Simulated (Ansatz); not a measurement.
# What strain does to SnO2 (I4_1/amd)

SnO2 (I4_1/amd) from a database of computed structures, relaxed with r2SCAN in the PAW code Ansatz. The symmetry is I4_1/amd (No. 141, tetragonal); conventional cell a = 3.999 Å, c = 10.203 Å, 13.60 Å³ an atom. Sn is surrounded by 6 O at 2.05–2.08 Å; O is surrounded by 3 Sn at 2.05–2.08 Å.

The axes x, y and z are those of this cell:
```
CELL_PARAMETERS angstrom
-1.99964 1.99964 5.10125
1.99964 -1.99964 5.10125
1.99964 1.99964 -5.10125
ATOMIC_POSITIONS crystal
Sn 0.75000 0.25000 0.50000
Sn 0.00000 0.00000 0.00000
O 0.79634 0.79634 0.00000
O 0.95366 0.45366 0.50000
O 0.20366 0.20366 0.00000
O 0.54634 0.04634 0.50000
```

Unstrained: The PBE gap is indirect, 1.703 eV (k = (0.188, 0.188, 0.271) to Γ), below the direct gap of 2.099 eV at Γ. With r2SCAN the valence top lies at k = (0.188, 0.188, 0.271) and the conduction bottom at Γ, 2.330 eV higher; the smallest vertical gap, at Γ, is 2.745 eV. HSE06 gives an indirect gap of 3.391 eV, from P to Γ; the least direct gap is 3.866 eV at Γ. Meshes: PBE 10×10×10, r2SCAN 10×10×10, HSE06 6×6×6. Strains are changes of length per length, and xy shears are angles. After each strain the atoms were relaxed again with r2SCAN within the symmetry that the strain leaves, so tilts or polar shifts that break it weren't tested; points keep the names that they have in the unstrained zone. Spin-unpolarised throughout; all numbers are computed.

Changes of the least gap in eV (an overlap counts as a negative gap):
```json
{"strain": "isotropic -0.33 % on every length", "volume change (%)": "-1.0", "space group": "I4_1/amd", "PBE": "+0.086", "r2SCAN": "+0.090", "HSE06": "+0.098", "energy rise, r2SCAN (meV/atom)": "0.7"}
{"strain": "epitaxial -4.95 % in the xy plane, free normal strain +7.00 %", "volume change (%)": "-3.3", "space group": "I4_1/amd", "PBE": "+0.250", "r2SCAN": "–", "HSE06": "+0.087", "energy rise, r2SCAN (meV/atom)": "–"}
{"strain": "xy shear, engineering strain (angle) +4.56 %", "volume change (%)": "-0.1", "space group": "Fddd", "PBE": "-0.023", "r2SCAN": "-0.026", "HSE06": "-0.027", "energy rise, r2SCAN (meV/atom)": "3.7"}
```

Isotropic -0.33 % on every length. HSE06: the gap goes from 3.391 to 3.489 eV (+0.098 eV). Stress change with r2SCAN, compression positive: xx +1.78, yy +1.78, zz +1.55 GPa. For HSE06, dE_g/d ln V = -9.8 eV over this step.

Epitaxial -4.95 % in the xy plane, free normal strain +7.00 %. HSE06: the gap goes from 3.391 to 3.478 eV (+0.087 eV); the edges go from P → Γ to Γ–X (0.81) → Γ. Stress change with PBE, compression positive: xx +13.50, yy +13.50, zz +0.11 GPa.

Xy shear, engineering strain (angle) +4.56 %. HSE06: the gap goes from 3.391 to 3.364 eV (-0.027 eV); the edges go from P → Γ to (1/3, 1/3, 1/6) → Γ. Stress change with r2SCAN, compression positive: xx +0.01, yy +0.01, zz +0.04, xy -1.92 GPa.

No spin-orbit coupling is included; it can move band edges with weight on the heavy atoms by tenths of an eV.

Where an edge lies off the special points, it is a point of the mesh or the k point where a search put PBE's edge or least direct gap, reused for the other functionals, whose own edges may lie a little apart.

Coordinates of k points refer to the reciprocal vectors of the primitive cell of the runs.
